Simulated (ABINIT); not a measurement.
C:

```xyz
2
Lattice="0.0000 1.7834 1.7834 1.7834 0.0000 1.7834 1.7834 1.7834 0.0000" Properties=species:S:1:pos:R:3 pbc="T T T"
C     2.6751    2.6751    2.6751
C     1.7834    1.7834    1.7834
```

This isn't the form of C at room conditions, which is graphite.

Base run:

* Program: ABINIT 10.8.3 (patched build)
* Functional: r2SCAN
* Potentials or basis: PseudoDojo NC SR PBE v0.4.1 standard
* Cutoff: 1333 eV
* k mesh: 13 × 13 × 13
* Occupations: fermi-dirac, width 0.05 eV
* Spin: no spin polarisation

Its results: band gap on the k mesh 4.17 eV, indirect (least direct gap 5.84 eV); pressure 3.6 GPa.

Task: The run is repeated on the same cell with these changes: functional from r2SCAN to PBE; cutoff from 1333 eV to 1116 eV. What comes out?

Result: Band gap on the k mesh 4.20 eV, indirect (least direct gap 5.62 eV); pressure 1.9 GPa.

Caveats: a meta-GGA on potentials with a model core is unreliable (some runs); the potentials were made for another functional, which shifts forces and pressure (some runs).
